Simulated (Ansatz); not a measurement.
## Relaxing Al

Theory: DFT PBEsol, scalar-relativistic, plane waves, PAW in Ansatz 0.2.0. (420 eV cutoff, 18×18×14 k-mesh, Gaussian smearing of 0.10 eV, no spin polarisation)

What was changed: biaxial strain in the a-b plane, c and atoms relaxed: -1.5 %.

Command:

```bash
ansatz run input.yaml --threads 1 --pin off --max-ram 2560MiB --backend cpu --events-out ev --progress --plain --runs-dir out
```

Input:

```yaml
crystal:
  lattice:
    - [1.9775808556, 1.9775808556, 0.0]
    - [-1.9775808556, 1.9775808556, 0.0]
    - [0.0, 0.0, 4.0515311336]
  atoms:
    - { symbol: Al, position: [0.0, 0.0, 0.0] }
    - { symbol: Al, position: [0.5, 0.5, 0.5] }
basis:
  ecutwfc: 420
kpoints:
  mp_grid: { grid: [18, 18, 14] }
hamiltonian:
  xc: pbesol
scf:
  occupations: { method: gaussian, width: 0.1 }
output:
  forces: true
  stress: true
  eigenvalues: true
relax:
  adjacent_minimum: "off"
  f_tol: 0.008
  max_steps: 40
  cell: { stress_tol: 0.015, fix: [a, b, gamma] }
```

F is the free energy. Steps run on the plane waves of an earlier cell, but the last one, and at times one on the way, on a freshly chosen basis, so a repeated geometry can differ a little in energy. The held parts of the cell keep their stress, so P needn't end at zero.

Steps:

| step | F − F(1) (eV) | largest force component (eV/Å) | V (Å³/atom) | P (GPa) |
| --- | --- | --- | --- | --- |
| 1 | 0.0000 | 0.000 | 15.845 | 1.78 |
| 2 | -0.0001 | 0.000 | 15.882 | 1.58 |
| 3 | -0.0001 | 0.000 | 15.884 | 1.56 |
| 4 | -0.0001 | 0.000 | 15.884 | 1.56 |

Relaxed structure:

```cif
data_structure
_symmetry_space_group_name_H-M 'P 1'
_symmetry_Int_Tables_number 1
_cell_length_a 2.7967
_cell_length_b 2.7967
_cell_length_c 4.0616
_cell_angle_alpha 90.000
_cell_angle_beta 90.000
_cell_angle_gamma 90.000
_cell_volume 31.77
loop_
_atom_site_label
_atom_site_type_symbol
_atom_site_fract_x
_atom_site_fract_y
_atom_site_fract_z
_atom_site_occupancy
Al1 Al 0.00000 0.00000 0.00000 1
Al2 Al 0.50000 0.50000 0.50000 1
```

It takes space group I4/mmm (No. 139, tetragonal). Conventional cell: a = 2.797 Å, b = 2.797 Å, c = 4.062 Å, α = 90.00°, β = 90.00°, γ = 90.00°. Al (site symmetry 4/mmm) has 12 Al at 2.80 to 2.83 Å as nearest neighbours.

The run converged. It took 12 s on 1 thread of AMD EPYC 9R14 (Zen 4), with other jobs on the host, peak memory 0.47 GiB.